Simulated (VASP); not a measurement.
# CuO (Cccm) in VASP: settings compared

The runs below take CuO through single point, equation of state, with PBE, PBEsol.

All numbers are computed with VASP 6.6.1; they aren't measurements. Logs are shortened: lines on timing, memory, paths and dates and some standing lists are left out, and cuts for length are marked.

**1. The crystal as given**

It takes space group Cccm (No. 66, orthorhombic). The conventional cell has a = 3.982 Å, b = 4.307 Å, c = 5.156 Å, α = 90.00°, β = 90.00°, γ = 90.00°. Cu (site symmetry 2/m) has 4 O at 1.95 Å as nearest neighbours. O (site symmetry 222) has 4 Cu at 1.95 Å as nearest neighbours.

Measurements of this composition are mostly on another form, of space group No. 15.

**2. Single point, PBE**

Input file INCAR:

```
SYSTEM = CuO
  PREC = Accurate
  ENCUT = 520
  EDIFF = 1E-7
  ISMEAR = -1
  SIGMA = 0.05
  LREAL = .False.
  LASPH = .True.
  NELM = 80
  ALGO = Normal
  ISIF = 2
  LWAVE = .False.
  LCHARG = .True.
  GGA = PE
  LELF = .True.
  LVHAR = .True.
  NBANDS = 25
```

Input file KPOINTS:

```
regular mesh
0
Gamma
  9 9 5
  0 0 0
```

Input file POSCAR:

```
CuO
1.0
    1.9909680000     -2.1535500000      0.0000000000
    1.9909680000      2.1535500000      0.0000000000
    0.0000000000      0.0000000000      5.1559280000
Cu O
2 2
Direct
    0.5000000000      0.0000000000      0.0000000000
    0.0000000000      0.5000000000      0.5000000000
    0.5000000000      0.5000000000      0.2500000000
    0.5000000000      0.5000000000      0.7500000000
```

Potentials or basis: VASP PAW PBE potentials, release 64 (Cu, O).

Run with:

```sh
> cat potpaw_PBE.64/Cu/POTCAR potpaw_PBE.64/O/POTCAR > POTCAR
> mpirun -np 1 vasp_std > vasp.out
```

OUTCAR:

```text
SYSTEM = CuO
   PREC = Accurate
   ENCUT = 520
   EDIFF = 1E-7
   ISMEAR = -1
   LREAL = .False.
   LASPH = .True.
   NELM = 80
   ISIF = 2
   GGA = PE

 ion  position               nearest neighbor table
   1  0.500  0.000  0.000-   3 1.95   4 1.95   3 1.95   4 1.95
   2  0.000  0.500  0.500-   3 1.95   4 1.95   3 1.95   4 1.95
   3  0.500  0.500  0.250-   1 1.95   2 1.95   1 1.95   2 1.95
   4  0.500  0.500  0.750-   1 1.95   2 1.95   1 1.95   2 1.95

  LATTYP: Found a base centered orthorhombic cell.
 ALAT       =     3.9819360000
 B/A-ratio  =     1.0816597755
 C/A-ratio  =     1.2948294498

  Lattice vectors:

 A1 = (   1.9909680000,  -2.1535500000,   0.0000000000)
 A2 = (   1.9909680000,   2.1535500000,   0.0000000000)
 A3 = (   0.0000000000,   0.0000000000,   5.1559280000)

Analysis of symmetry for initial positions (statically):
=====================================================================
 Subroutine PRICEL returns:
 Original cell was already a primitive cell.

 Routine SETGRP: Setting up the symmetry group for a
 base centered orthorhombic supercell.

 Subroutine GETGRP returns: Found  8 space group operations
 (whereof  4 operations were pure point group operations)
 out of a pool of  8 trial point group operations.

The static configuration has the point symmetry C_2h.
 The point group associated with its full space group is D_2h.

Analysis of symmetry for dynamics (positions and initial velocities):
=====================================================================
 Subroutine PRICEL returns:
 Original cell was already a primitive cell.

 Routine SETGRP: Setting up the symmetry group for a
 base centered orthorhombic supercell.

 Subroutine GETGRP returns: Found  8 space group operations
 (whereof  4 operations were pure point group operations)
 out of a pool of  8 trial point group operations.

The dynamic configuration has the point symmetry C_2h.
 The point group associated with its full space group is D_2h.

 Subroutine INISYM returns: Found  8 space group operations
 (whereof  4 operations are pure point group operations),
 and found     1 'primitive' translations

----------------------------------------------------------------------------------------

                                     Primitive cell

  volume of cell :      44.2136

  direct lattice vectors                    reciprocal lattice vectors
     1.990968000 -2.153550000  0.000000000     0.251134122 -0.232174781  0.000000000
     1.990968000  2.153550000  0.000000000     0.251134122  0.232174781  0.000000000
     0.000000000  0.000000000  5.155928000     0.000000000  0.000000000  0.193951506

  length of vectors
     2.932870809  2.932870809  5.155928000     0.342013854  0.342013854  0.193951506

  position of ions in fractional coordinates (direct lattice)
     0.500000000  0.000000000  0.000000000
     0.000000000  0.500000000  0.500000000
     0.500000000  0.500000000  0.250000000
     0.500000000  0.500000000  0.750000000

  ion indices of the primitive-cell ions
   primitive index   ion index
                 1           1
                 2           2
                 3           3
                 4           4

----------------------------------------------------------------------------------------

 KPOINTS: regular mesh

Automatic generation of k-mesh.
 Grid dimensions read from file:
 generate k-points for:    9    9    5

 Generating k-lattice:

  Cartesian coordinates                     Fractional coordinates (reciprocal lattice)
     0.027903791 -0.025797198  0.000000000     0.111111111  0.000000000  0.000000000
     0.027903791  0.025797198  0.000000000     0.000000000  0.111111111  0.000000000
     0.000000000  0.000000000  0.038790301     0.000000000  0.000000000  0.200000000

  Length of vectors
     0.038001539  0.038001539  0.038790301

  Shift w.r.t. Gamma in fractional coordinates (k-lattice)
     0.000000000  0.000000000  0.000000000

 Subroutine IBZKPT returns following result:
 ===========================================

 Found     75 irreducible k-points:

 Following reciprocal coordinates:
            Coordinates               Weight
  0.000000  0.000000  0.000000      1.000000
  0.111111  0.000000  0.000000      4.000000
  0.222222  0.000000  0.000000      4.000000
  0.333333  0.000000  0.000000      4.000000
  0.444444  0.000000  0.000000      4.000000
  0.111111  0.111111  0.000000      2.000000
[... 16 lines left out ...]
 -0.333333  0.333333  0.000000      2.000000
  0.444444  0.444444  0.000000      2.000000
 [... further k-points ...]
   k-points           NKPTS =     75   k-points in BZ     NKDIM =     75   number of bands    NBANDS=     25
   number of dos      NEDOS =    301   number of ions     NIONS =      4
   total plane-waves  NPLWV =  23040
   dimension x,y,z NGX =    24 NGY =   24 NGZ =   40
   dimension x,y,z NGXF=    48 NGYF=   48 NGZF=   80
   ions per type =               2   2
   NGX,Y,Z   is equivalent  to a cutoff of  13.60, 13.60, 12.90 a.u.
   NGXF,Y,Z  is equivalent  to a cutoff of  27.21, 27.21, 25.79 a.u.
 SYSTEM =  CuO
   PREC   = accura    normal or accurate (medium, high low for compatibility)
   ISTART =      0    job   : 0-new  1-cont  2-samecut
   ICHARG =      2    charge: 1-file 2-atom 10-const
   ISPIN  =      1    spin polarized calculation?
   LNONCOLLINEAR =      F non collinear calculations
   LSORBIT =      F    spin-orbit coupling
   LASPH  =      T    aspherical Exc in radial PAW
   ENCUT  =  520.0 eV  38.22 Ry    6.18 a.u.   5.45  5.45  9.59*2*pi/ulx,y,z
   NELM   =     80;   NELMIN=  2; NELMDL= -5     # of ELM steps
   EDIFF  = 0.1E-06   stopping-criterion for ELM
   LREAL  =      F    real-space projection
   EDIFFG = 0.1E-05   stopping-criterion for IOM
   NSW    =      0    number of steps for IOM
   IBRION =     -1    ionic relax: 0-MD 1-quasi-New 2-CG
   NFREE  =      0    steps in history (QN), initial steepest desc. (CG)
   ISIF   =      2    stress and relaxation
   ISYM   =      2    0-nonsym 1-usesym 2-fastsym
   POTIM  = 0.5000    time-step for ionic-motion
   TEBEG  =    0.0;   TEEND  =   0.0 temperature during run
   PSTRESS=    0.0 pullay stress
   NELECT =      34.0000    total number of electrons
   NUPDOWN=      -1.0000    fix difference up-down
   EMIN   =  10.00;   EMAX   =-10.00  energy-range for DOS
   EFERMI =   0.00;   METHOD = LEGACY
   ISMEAR =    -1;   SIGMA  =   0.05  broadening in eV -4-tet -1-fermi 0-gaus
   EFERMI_NEDOS =   21; number of points for ismear=-14 and -15
   IALGO  =     38    algorithm
   IMIX   =      4    mixing-type and parameters
     AMIX     =   0.40;   BMIX     =  1.00
     AMIX_MAG =   1.60;   BMIX_MAG =  1.00
  volume/ion in A,a.u.               =      11.05        74.59
  Fermi-wavevector in a.u.,A,eV,Ry     =   1.499854  2.834314 30.607167  2.249563
  Thomas-Fermi vector in A             =   2.611430
   LORBIT       =      0    0 simple, 1 ext, 2 COOP (PROOUT), +10 PAW based schemes
   GGA     = PE    functional components
   LHFCALC =     F    Hartree Fock is set to
   AEXX    =    0.0000 exact exchange contribution
   IVDW    =     0    specifies the selected vdW correction
   LEPSILON=     F    determine dielectric tensor
   LRPA    =     F    only Hartree local field effects (RPA)
 non-spin polarized calculation
  energy-cutoff  :      520.00
  volume of cell :       44.21
 maximum number of plane-waves:      1209
 NGX is ok and might be reduce to    24
   NGX = 11   NGY = 11   NGZ = 19

 number of electron      33.9999999 magnetization

 Free energy of the ion-electron system (eV)
  ---------------------------------------------------
  ext. energy  EPLUGINS =         0.00000000
  ---------------------------------------------------
  free energy    TOTEN  =       -19.72722877 eV

  energy without entropy =      -19.70775788  energy(sigma->0) =      -19.71749333

 E-fermi :   4.8864     XC(G=0): -11.3345

 val. band max:        4.8855499392   @ k =   0.2222   0.1111   0.0000
 cond. band min:       4.9215146009   @ k =   0.4444   0.0000   0.2000
 fundamental gap:      0.0359646616
 Fermi energy:         4.8863551755

 k-point     1 :       0.0000    0.0000    0.0000
  band No.  band energies     occupation
      1     -14.8775      2.00000
      2     -13.5787      2.00000
      3      -3.1802      2.00000
      4      -0.5692      2.00000
      5      -0.4094      2.00000
      6       1.1978      2.00000
[... 17 lines left out ...]
     24      19.5237      0.00000
     25      19.7885      0.00000

 k-point     2 :       0.1111    0.0000    0.0000
  band No.  band energies     occupation
      1     -14.8130      2.00000
      2     -13.5590      2.00000
      3      -3.0670      2.00000
      4      -0.5938      2.00000
      5      -0.4154      2.00000
      6       0.5456      2.00000
[... 17 lines left out ...]
     24      19.6950      0.00000
     25      19.8320      0.00000

 k-point     3 :       0.2222    0.0000    0.0000
  band No.  band energies     occupation
      1     -14.6438      2.00000
      2     -13.5080      2.00000
      3      -2.7658      2.00000
      4      -0.6775      2.00000
      5      -0.5482      2.00000
      6      -0.3634      2.00000
[... 17 lines left out ...]
     24      19.6433      0.00000
     25      20.0108      0.00000

 k-point     4 :       0.3333    0.0000    0.0000
  band No.  band energies     occupation
      1     -14.4399      2.00000
      2     -13.4491      2.00000
      3      -2.3945      2.00000
      4      -1.5145      2.00000
      5      -0.7144      2.00000
      6      -0.2769      2.00000
[... 17 lines left out ...]
     24      18.7613      0.00000
     25      19.7954      0.00000
[... 477 lines left out ...]
 k-point    22 :      -0.4444    0.3333    0.0000
  band No.  band energies     occupation
      1     -13.9180      2.00000
      2     -13.3218      2.00000
      3      -1.7648      2.00000
      4      -1.2600      2.00000
      5      -1.0886      2.00000
      6      -0.4203      2.00000
[... 17 lines left out ...]
     24      16.7936      0.00000
     25      17.8025      0.00000

 k-point    23 :      -0.3333    0.3333    0.0000
  band No.  band energies     occupation
      1     -14.0513      2.00000
      2     -13.3546      2.00000
      3      -1.5680      2.00000
      4      -1.3782      2.00000
      5      -1.0033      2.00000
      6      -0.4756      2.00000
[... 17 lines left out ...]
     24      17.2038      0.00000
     25      18.1986      0.00000

 k-point    24 :       0.4444    0.4444    0.0000
  band No.  band energies     occupation
      1     -13.7893      2.00000
      2     -13.2922      2.00000
      3      -1.8014      2.00000
      4      -1.4959      2.00000
      5      -0.9045      2.00000
      6      -0.3672      2.00000
[... 17 lines left out ...]
     24      16.3959      0.00000
     25      16.6974      0.00000

 [... further k-points ...]
[... 5 lines left out ...]
  --------------------------------------------------------------------------------------
  -------------------------------------------------------------------------------------
  Total        0.7089025      0.4476002      0.5813831      0.0000000      0.0000000      0.0000000
  in kB       25.6886322     16.2197718     21.0676909      0.0000000      0.0000000      0.0000000
  external PRESSURE =      20.9920316 kB  Pullay stress =       0.0000000 kB

 VOLUME and BASIS-vectors are now :
 -----------------------------------------------------------------------------
  energy-cutoff  :      520.00
  volume of cell :       44.21
      direct lattice vectors                 reciprocal lattice vectors
     1.990968000 -2.153550000  0.000000000     0.251134122 -0.232174781  0.000000000
     1.990968000  2.153550000  0.000000000     0.251134122  0.232174781  0.000000000
     0.000000000  0.000000000  5.155928000     0.000000000  0.000000000  0.193951506

 POSITION                                       TOTAL-FORCE (eV/Angst)
 -----------------------------------------------------------------------------------
      0.99548     -1.07678      0.00000         0.000000     -0.000000      0.000000
      0.99548      1.07678      2.57796        -0.000000     -0.000000      0.000000
      1.99097      0.00000      1.28898        -0.000000      0.000000      0.000000
      1.99097      0.00000      3.86695        -0.000000      0.000000     -0.000000
 -----------------------------------------------------------------------------------
    total drift:                                0.000000     -0.000000     -0.000000

  FREE ENERGIE OF THE ION-ELECTRON SYSTEM (eV)
  ---------------------------------------------------
  free  energy   TOTEN  =       -19.7272287739 eV

  energy  without entropy=      -19.7077578773  energy(sigma->0) =      -19.71749333
```

Wall time 36 s (1 thread of Intel Xeon 6975P-C (Granite Rapids), shared host); peak memory 0.2 GiB.

What came out:

```yaml
Free_energy: -19.7272 eV
Pressure: 2.1 GPa
Band_gap_on_the_k_mesh: none (metal or under the smearing width)
```

Stress tensor (GPa, compression positive):
```
2.57 0.00 0.00
0.00 1.62 0.00
0.00 0.00 2.11
```

Levels at points of the mesh, in eV from the Fermi level:
| k point | band 14 | band 15 | band 16 | band 17 | band 18 | band 19 | band 20 | band 21 |
| --- | --- | --- | --- | --- | --- | --- | --- | --- |
| (0.00, 0.00, 0.00) | -2.35 | -2.29 | -1.89 | 0.60 | 0.78 | 1.45 | 6.16 | 7.33 |

Caveat: the run has no spin polarisation, though such a crystal can be magnetic; semilocal functionals often make such compounds metallic where correlation or magnetic order opens a gap, which also shifts bond lengths.

**3. Single point, PBE (atoms moved at random, drawn with an rms of 0.05 Å)**

Input file INCAR:

```
SYSTEM = CuO
PREC = Accurate
ENCUT = 520
EDIFF = 1E-7
ISMEAR = -1
SIGMA = 0.05
LREAL = .FALSE.
LASPH = .TRUE.
NELM = 100
ALGO = Normal
ISIF = 2
LWAVE = .FALSE.
LCHARG = .FALSE.
GGA = PE
NBANDS = 25
```

Input file KPOINTS:

```
regular mesh
0
G
  9 9 5
  0 0 0
```

Input file POSCAR:

```
CuO
1.0
    1.9909680000     -2.1535500000      0.0000000000
    1.9909680000      2.1535500000      0.0000000000
    0.0000000000      0.0000000000      5.1559280000
Cu O
2 2
Direct
    0.5013910000     -0.0079200000     -0.0030990000
   -0.0018270000      0.4886990000      0.4935820000
    0.4942690000      0.5071840000      0.2521270000
    0.5085040000      0.5004420000      0.7413450000
```

Potentials or basis: VASP PAW PBE potentials, release 64 (Cu, O).

Run with:

```sh
> cat potpaw_PBE.64/Cu/POTCAR potpaw_PBE.64/O/POTCAR > POTCAR
> mpirun -np 1 vasp_std > vasp.out
```

OUTCAR:

```text
SYSTEM = CuO
   PREC = Accurate
   ENCUT = 520
   EDIFF = 1E-7
   ISMEAR = -1
   LREAL = .FALSE.
   LASPH = .TRUE.
   NELM = 100
   ISIF = 2
   GGA = PE

 ion  position               nearest neighbor table
   1  0.501  0.992  0.997-   3 1.94   4 1.95   4 1.99   3 2.00
   2  0.998  0.489  0.494-   3 1.91   4 1.92   3 1.94   4 1.97
   3  0.494  0.507  0.252-   2 1.91   2 1.94   1 1.94   1 2.00
   4  0.509  0.500  0.741-   2 1.92   1 1.95   2 1.97   1 1.99

  LATTYP: Found a base centered orthorhombic cell.
 ALAT       =     3.9819360000
 B/A-ratio  =     1.0816597755
[... 865 lines left out ...]

 [... further k-points ...]
[... 5 lines left out ...]
  --------------------------------------------------------------------------------------
  -------------------------------------------------------------------------------------
  Total        0.7490544      0.5043050      0.7046685     -0.2755707      0.1158391     -0.2771182
  in kB       27.1436261     18.2745960     25.5352070     -9.9859069      4.1976836    -10.0419846
  external PRESSURE =      23.6511430 kB  Pullay stress =       0.0000000 kB

 VOLUME and BASIS-vectors are now :
 -----------------------------------------------------------------------------
  energy-cutoff  :      520.00
  volume of cell :       44.21
      direct lattice vectors                 reciprocal lattice vectors
     1.990968000 -2.153550000  0.000000000     0.251134122 -0.232174781  0.000000000
     1.990968000  2.153550000  0.000000000     0.251134122  0.232174781  0.000000000
     0.000000000  0.000000000  5.155928000     0.000000000  0.000000000  0.193951506

 POSITION                                       TOTAL-FORCE (eV/Angst)
 -----------------------------------------------------------------------------------
      2.97345      1.05672      5.13995         0.296971      0.320525     -0.094350
      2.96031     -1.09718      2.54487         0.192310      0.068526      0.264856
      1.99386      0.02781      1.29995        -0.183903     -0.319288     -0.536997
      2.00878     -0.01736      3.82232        -0.305378     -0.069763      0.366491
 -----------------------------------------------------------------------------------
    total drift:                                0.000031      0.000458     -0.000788

  FREE ENERGIE OF THE ION-ELECTRON SYSTEM (eV)
  ---------------------------------------------------
  free  energy   TOTEN  =       -19.6969026898 eV

  energy  without entropy=      -19.6769303909  energy(sigma->0) =      -19.68691654
```

OSZICAR:

```text
N       E                     dE             d eps       ncg     rms          rms(c)
DAV:   1     0.302906137364E+03    0.30291E+03   -0.16304E+04 10598   0.210E+03
DAV:   2     0.131830440760E+02   -0.28972E+03   -0.26655E+03 10395   0.394E+02
DAV:   3    -0.247157926864E+02   -0.37899E+02   -0.35929E+02 12983   0.159E+02
DAV:   4    -0.260173514488E+02   -0.13016E+01   -0.12954E+01 12320   0.311E+01
DAV:   5    -0.260458843793E+02   -0.28533E-01   -0.28517E-01 13285   0.409E+00    0.180E+01
DAV:   6    -0.237425988675E+02    0.23033E+01   -0.46929E+01 14390   0.164E+02    0.140E+01
DAV:   7    -0.196186543387E+02    0.41239E+01   -0.11081E+01 12805   0.126E+02    0.266E+00
DAV:   8    -0.197497980632E+02   -0.13114E+00   -0.18691E+00 15317   0.160E+01    0.220E+00
DAV:   9    -0.197381115858E+02    0.11686E-01   -0.40094E-01 14860   0.186E+01    0.217E+00
DAV:  10    -0.197023896140E+02    0.35722E-01   -0.11616E-01 16663   0.948E+00    0.544E-01
DAV:  11    -0.196973204214E+02    0.50692E-02   -0.11934E-02 16908   0.318E+00    0.283E-01
DAV:  12    -0.196969700807E+02    0.35034E-03   -0.24981E-03 15533   0.692E-01    0.195E-01
DAV:  13    -0.196968620214E+02    0.10806E-03   -0.13093E-03 15950   0.740E-01    0.401E-02
DAV:  14    -0.196969066121E+02   -0.44591E-04   -0.12959E-04 15489   0.140E-01    0.280E-02
DAV:  15    -0.196969012351E+02    0.53769E-05   -0.29361E-05 15753   0.613E-02    0.781E-03
DAV:  16    -0.196969028023E+02   -0.15672E-05   -0.63998E-06 15806   0.368E-02    0.444E-03
DAV:  17    -0.196969026551E+02    0.14726E-06   -0.55286E-07 10238   0.227E-02    0.137E-03
DAV:  18    -0.196969026898E+02   -0.34740E-07   -0.30898E-07  9402   0.587E-03
   1 F= -.19696903E+02 E0= -.19686917E+02  d E =-.199723E-01
```

It took 1.7 min on 1 thread of Intel Xeon 6975P-C (Granite Rapids), shared host; peak memory 0.3 GiB.

What came out:

| Item | Value |
| --- | --- |
| Free energy | -19.6969 eV |
| Pressure | 2.4 GPa |
| Largest force | 0.651 eV/Å |
| Band gap on the k mesh | none (metal or under the smearing width) |

Forces in eV/Å, atoms in the order of the input:
```
Cu   0.297  0.321 -0.094
Cu   0.192  0.069  0.265
O   -0.184 -0.319 -0.537
O   -0.305 -0.070  0.366
```

Caveat: the run has no spin polarisation, though such a crystal can be magnetic; semilocal functionals often make such compounds metallic where correlation or magnetic order opens a gap, which also shifts bond lengths.

(Part 1 of 3 ends here.)
